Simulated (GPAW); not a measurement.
SnSe, 2 atoms in the cell. It takes space group Fm-3m (No. 225, cubic). The conventional cell has a = 5.939 Å, b = 5.939 Å, c = 5.939 Å, α = 90.00°, β = 90.00°, γ = 90.00°. Sn (site symmetry m-3m) has 6 Se at 2.97 Å as nearest neighbours. Se (site symmetry m-3m) has 6 Sn at 2.97 Å as nearest neighbours. Measurements of this composition are mostly on another form, of space group No. 62. The cell isn't the ideal one: volume scaled by 0.96.

```yaml
Program: GPAW 26.7.0
Task: single point
Functional: r2SCAN
Potentials_or_basis: GPAW PAW data sets (gpaw-data 1.2.1)
Cutoff: 450 eV
Basis: pw
k_mesh: 6 × 6 × 6
Occupations: fermi-dirac, width 0.05 eV
Spin: no spin polarisation
Maxiter: 120
Convergence: default
```

Potentials or basis: GPAW PAW data sets (gpaw-data 1.2.1), pw.

The run is started by

```sh
$ OMP_NUM_THREADS=1 python run.py
```

Hardware: 1 thread of Arm Neoverse V1 (shared host).

Question: How long does it take, and how much memory?

Answer: Run time: 41 s on 1 thread of Arm Neoverse V1, on a shared host, peak memory 0.27 GiB. Counts: scf iterations 14, plane waves 1158, bands 19, k points 16.
